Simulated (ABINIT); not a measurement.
Crystal: Si2Ni.

```
Ni Si
1.0
     0.00000    2.70300    2.70300
     2.70300    0.00000    2.70300
     2.70300    2.70300    0.00000
Ni Si
1 2
Direct
  0.00000 0.00000 0.00000
  0.75000 0.75000 0.75000
  0.25000 0.25000 0.25000
```

Base run:

| Item | Value |
| --- | --- |
| Program | ABINIT 10.8.3 (patched build) |
| Functional | PBE |
| Potentials or basis | PseudoDojo NC SR PBE v0.4.1 standard |
| Cutoff | 1252 eV |
| k mesh | 7 × 7 × 7 |
| Occupations | fermi-dirac, width 0.05 eV |
| Spin | collinear spin, ferromagnetic start |
| Starting moments | [1.0, 0.0, 0.0] μB |

Its results: band gap on the k mesh none (metal or under the smearing width); pressure 2.9 GPa; net moment 0.00 μB per cell.

The run is repeated on the same cell with these changes: functional from PBE to PBEsol; potentials or basis from PseudoDojo NC SR PBE v0.4.1 standard to PseudoDojo NC SR PBEsol v0.4.1 standard; cutoff from 1252 eV to 1225 eV. What comes out?

Band gap on the k mesh none (metal or under the smearing width); pressure -2.1 GPa; net moment 0.00 μB per cell.

Caveats: small starting moments can end in a higher magnetic state in this program.

Not every run made on this cell is shown here.
